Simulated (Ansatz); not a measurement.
Starting cell, NaBr (rock salt):

```yaml
crystal:
  lattice:
    - [0.00000, 6.03598, 6.03598]
    - [3.01799, 0.00000, 3.01799]
    - [3.01799, 3.01799, 0.00000]
  atoms:
    - { symbol: Br, position: [0.00000, 0.00000, 0.00000] }
    - { symbol: Br, position: [0.50000, 0.00000, 0.00000] }
    - { symbol: Na, position: [0.25000, 0.50000, 0.50000] }
    - { symbol: Na, position: [0.75000, 0.50000, 0.50000] }
```

In each cell atom 4 (Na, nearest neighbour Br at 3.018 Å; its periodic images, 4.3 Å or more away, move with it) moves by s·(1.000, 0.000, 0.000) (along Cartesian x), the rest being held.

Computed with PBE (plane waves to 420 eV, PAW, scalar-relativistic; Ansatz, a program for electronic structure). k mesh 4×8×8 (Γ-centred), Fermi-Dirac smearing 0.05 eV. The energy includes the smearing's −TS. Left out: 2 of 11 points, with atoms too close for the PAW data. NaBr was relaxed with its symmetry unable to fall. ΔE is measured from the undisplaced structure.

```
s (Å)   ΔE (meV/cell)
------  -------------
-0.728            708
-0.546            304
-0.364       withheld
-0.182             24
0.000               0
0.182              24
0.364        withheld
0.546             304
0.728             708
```

### Question
Fit an even polynomial form (powers 2, 4) to the given rows and predict ΔE at s = -0.364.

### Answer
Least squares on the 7 given rows: ΔE = (617.4)·s² + (1355)·s⁴, in meV/cell with s in Å; root-mean-square residual 1.1 meV/cell. At -0.364 the fit gives 106 meV/cell; the calculation gives 109 meV/cell, so the interpolation is off by -3 (-2.8 %). The quadratic term alone would give 82 meV/cell.

(A displaced cell: forces are minus the slopes of the energy, force constants its curvatures, and phonons follow from these.)
